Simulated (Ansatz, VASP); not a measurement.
Two plane-wave programs on Cu4O

```
Cu O
1.0
     4.97787    0.00000    0.00000
    -2.48893    4.31096    0.00000
     0.00000    0.00000    3.55991
Cu O
4 1
Direct
  0.00000 0.00000 0.00000
  0.50000 0.00000 0.00000
  0.00000 0.50000 0.00000
  0.50000 0.50000 0.00000
  0.00000 0.00000 0.50000
```

Alike in both runs: functional PBE; k mesh 6 × 6 × 6; occupations gaussian, width 0.1 eV; no spin polarisation.

Ansatz relaxed the structure, and its values are those at the end. VASP's run is a single point on that final structure, the one shown.

|  | VASP | Ansatz |
| --- | --- | --- |
| version | VASP 6.6.1 | Ansatz 0.2.0 |
| potentials or method | VASP PAW PBE potentials, release 64 (Cu, O) | scalar-relativistic, plane waves, PAW |
| plane-wave cutoff (eV) | 520 | 420 |
| valence electrons in the cell | 50 | 82 |

|  | VASP | Ansatz | Ansatz less VASP |
| --- | --- | --- | --- |
| gap on the k mesh at the Fermi level (eV) | none | none | - |
| pressure (GPa) | 0.4 | 0.1 | -0.37 |

A gap of «none» marks a metal or a gap that the smearing closes. The two sets of potentials don't hold the same shells in valence.

Caveats: the run has no spin polarisation, though such a crystal can be magnetic; semilocal functionals often make such compounds metallic where correlation or magnetic order opens a gap, which also shifts bond lengths.
